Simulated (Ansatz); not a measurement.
The system is PbS (Galena).

```
CELL_PARAMETERS angstrom
0.00000 2.96575 2.96575
2.96575 0.00000 2.96575
2.96575 2.96575 0.00000
ATOMIC_POSITIONS crystal
Pb 0.00000 0.00000 0.00000
S 0.50000 0.50000 0.50000
```

Base run:

```yaml
Program: Ansatz 0.2.0
Functional: PBE
Potentials_or_basis: all-electron LAPW, scalar-relativistic
Cutoff: 178 eV
Density_cutoff: 711 eV
Basis_error_allowed: 0.001 eV/atom
k_mesh: 8 × 8 × 8
Occupations: fermi-dirac, width 0.05 eV
Spin: no spin polarisation
```

Its results: band gap on the k mesh 0.36 eV, direct; pressure 2.2 GPa.

Q: The run is repeated on the same cell with these changes: functional from PBE to PBEsol. What comes out?

A: Band gap on the k mesh 0.25 eV, direct; pressure -0.9 GPa.

PBEsol binds more tightly than PBE, so the same cell stands under less pressure.

Caveats: spin-orbit coupling is left out, which as a rule narrows the gap of such compounds by several tenths of an eV.

Not every run made on this cell is shown here.
